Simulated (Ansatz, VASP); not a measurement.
Given: the input of a run of Ansatz 0.2.0 on SnO2 (Cassiterite).

The input input.yaml:

```yaml
crystal:
  lattice:
    - [4.6412789831, 0.0, 0.0]
    - [0.0, 4.6412789831, 0.0]
    - [0.0, 0.0, 3.1214511354]
  atoms:
    - { symbol: Sn, position: [0.5, 0.5, 0.5] }
    - { symbol: Sn, position: [0.0, 0.0, 0.0] }
    - { symbol: O, position: [0.8071, 0.1929, 0.5] }
    - { symbol: O, position: [0.6929, 0.6929, 0.0] }
    - { symbol: O, position: [0.1929, 0.8071, 0.5] }
    - { symbol: O, position: [0.3071, 0.3071, 0.0] }
hamiltonian:
  xc: revpbe
  pseudopotentials: { kind: paw }
  dispersion: d3bj
kpoints:
  mp_grid: { grid: [6, 6, 8] }
scf:
  occupations: { method: fermi_dirac, width: 0.05 }
output:
  forces: true
  stress: true
  eigenvalues: true
```

Potentials or basis: Ansatz PAW.

Command:

```bash
$ ansatz run input.yaml --threads 2 --pin off --max-ram 5120MiB --backend cpu --events-out ev --progress --plain --runs-dir out
```

**Question.** Translate it to VASP 6.6.1. Potentials there: VASP PAW PBE potentials, release 64 (Sn_d, O).

**Answer.** As run (the cutoff follows the program's own potentials):

File INCAR:

```
PREC = Accurate
ENCUT = 520
EDIFF = 1E-7
ISMEAR = -1
SIGMA = 0.05
LREAL = F
LASPH = T
NELM = 60
ALGO = Normal
ISIF = 2
LWAVE = F
LCHARG = T
GGA = RE
IVDW = 12
LELF = T
LVHAR = T
NBANDS = 35
```

The input KPOINTS:

```
Automatic mesh
0
Gamma
  6 6 8
```

POSCAR

```
SnO2
1.0
    4.6412789831      0.0000000000      0.0000000000
    0.0000000000      4.6412789831      0.0000000000
    0.0000000000      0.0000000000      3.1214511354
Sn O
2 4
Direct
    0.5000000000      0.5000000000      0.5000000000
    0.0000000000      0.0000000000      0.0000000000
    0.8071000000      0.1929000000      0.5000000000
    0.6929000000      0.6929000000      0.0000000000
    0.1929000000      0.8071000000      0.5000000000
    0.3071000000      0.3071000000      0.0000000000
```

Potentials or basis: VASP PAW PBE potentials, release 64 (Sn_d, O).

Run with:

```console
$ cat potpaw_PBE.64/Sn_d/POTCAR potpaw_PBE.64/O/POTCAR > POTCAR
$ mpirun -np 1 vasp_std > vasp.out
```

Both were run:

|  | VASP | Ansatz | Ansatz less VASP |
| --- | --- | --- | --- |
| gap on the k mesh at the Fermi level (eV) | 2.09 | 2.10 | +0.007 |
| least direct gap on the mesh (eV) | 2.09 | 2.10 | +0.007 |
| pressure (GPa) | 25.0 | 24.2 | -0.79 |
| largest component of the traceless stress (GPa) | 5.70 | 5.45 | -0.256 |
| rms of the force components (eV/Å) | 0.292 | 0.281 | -0.0108 |
| dispersion energy (meV/atom) | -461.0 | -461.1 | -0.05 |

Atom by atom the forces differ by 0.011 eV/Å (rms over components).

Caveats: spin-orbit coupling is left out, which moves the levels of the heavy elements; so large a pressure means that the cell lies far from this level's equilibrium, or that cutoff or potentials fall short (VASP); the potentials were made for another functional, which shifts forces and pressure (VASP); the pressure holds a Pulay correction of +0.8 GPa for the finite cutoff (Ansatz); the PAW data sets come from PBE, with cores solved anew for the run's functional, which leaves a small shift of forces and pressure (Ansatz).
